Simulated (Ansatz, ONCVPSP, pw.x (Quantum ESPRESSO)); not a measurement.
**pw.x on fcc H: one setting changed**

Potential: optimised norm-conserving Vanderbilt (ONCV), ONCVPSP 4.0.1.1 (patched build), PBE; core none, reference 1s1; waves: 1s: rc 1.20 bohr, ncon 3, nbas 7, qcut 5.6 1/bohr, 1 projector; p scattering state at 0.23 Ha: rc 0.90 bohr, ncon 3, nbas 7, qcut 11.1 1/bohr, 2 projectors, debl 3 Ha; local part: polynomial inside 0.75 bohr (lpopt 5, dvloc0 6 Ha); core correction: none.

The reference run (k-mesh 18³, cutoffs 55/220 Ry, Fermi–Dirac 0.01 Ry, mixing_beta 0.4, conv_thr 1e-9, no spin) gives -0.72 GPa at 2.975 Å³/atom, where all-electron LAPW gives -0.20 GPa. This run, with its own iteration cap, changes conv_thr to 1e-12.

```
&control
  calculation='scf', prefix='x', pseudo_dir='./', outdir='./tmp', tstress=.true., disk_io='none'
/
&system
  ibrav=0, nat=1, ntyp=1, ecutwfc=55, ecutrho=220, nbnd=7,
  occupations='smearing', smearing='fd', degauss=0.01
/
&electrons
  conv_thr=1e-12, mixing_beta=0.4, electron_maxstep=50
/
ATOMIC_SPECIES
H 1.0 H.UPF
CELL_PARAMETERS angstrom
  0.00000000 1.14152561 1.14152561
  1.14152561 0.00000000 1.14152561
  1.14152561 1.14152561 0.00000000
ATOMIC_POSITIONS crystal
H 0.0000 0.0000 0.0000
K_POINTS automatic
18 18 18 0 0 0
```

```bash
pw.x < H.scf.in > H.scf.out
```

Question: How does the run end?

Answer: It converges in 5 iterations; the free energy moves by +0.0 meV/atom and the pressure by +0.00 GPa. The result is that of the reference run.

```
Message from routine setup:
     using ibrav=0 with symmetry is DISCOURAGED, use correct ibrav instead
     lattice parameter (alat)  =       3.0507  a.u.
     unit-cell volume          =      20.0763 (a.u.)^3
     number of electrons       =         1.00
     number of Kohn-Sham states=            7
     kinetic-energy cutoff     =      55.0000  Ry
     charge density cutoff     =     220.0000  Ry
     scf convergence threshold =      1.0E-12
     Exchange-correlation= PBE
     number of k points=   195  Fermi-Dirac smearing, width (Ry)=  0.0100
     iteration #  1     ecut=    55.00 Ry     beta= 0.40
     total energy              =      -1.07469979 Ry
     estimated scf accuracy    <       0.00000444 Ry
     iteration #  2     ecut=    55.00 Ry     beta= 0.40
     total energy              =      -1.07470327 Ry
     estimated scf accuracy    <       0.00000169 Ry
     iteration #  3     ecut=    55.00 Ry     beta= 0.40
     total energy              =      -1.07470339 Ry
     estimated scf accuracy    <          8.3E-11 Ry
     iteration #  4     ecut=    55.00 Ry     beta= 0.40
     total energy              =      -1.07470339 Ry
     estimated scf accuracy    <          1.3E-11 Ry
     iteration #  5     ecut=    55.00 Ry     beta= 0.40
     the Fermi energy is     3.7942 ev
!    total energy              =      -1.07470339 Ry
     estimated scf accuracy    <          2.4E-13 Ry
     smearing contrib. (-TS)   =      -0.00045485 Ry
     The total energy is F=E-TS. E is the sum of the following terms:
     one-electron contribution =       0.63563571 Ry
     hartree contribution      =       0.01718705 Ry
     xc contribution           =      -0.66436867 Ry
     ewald contribution        =      -1.06270263 Ry
     convergence has been achieved in   5 iterations
          total   stress  (Ry/bohr**3)                   (kbar)     P=       -7.19
     Message from routine punch:
     Nothing written, as per user request (disk_io='none')
```

The run took about 2.1 s on one core of a shared host (Intel(R) Xeon(R) Platinum 8259CL CPU @ 2.50GHz, 96 threads, 755 GiB, load 26).
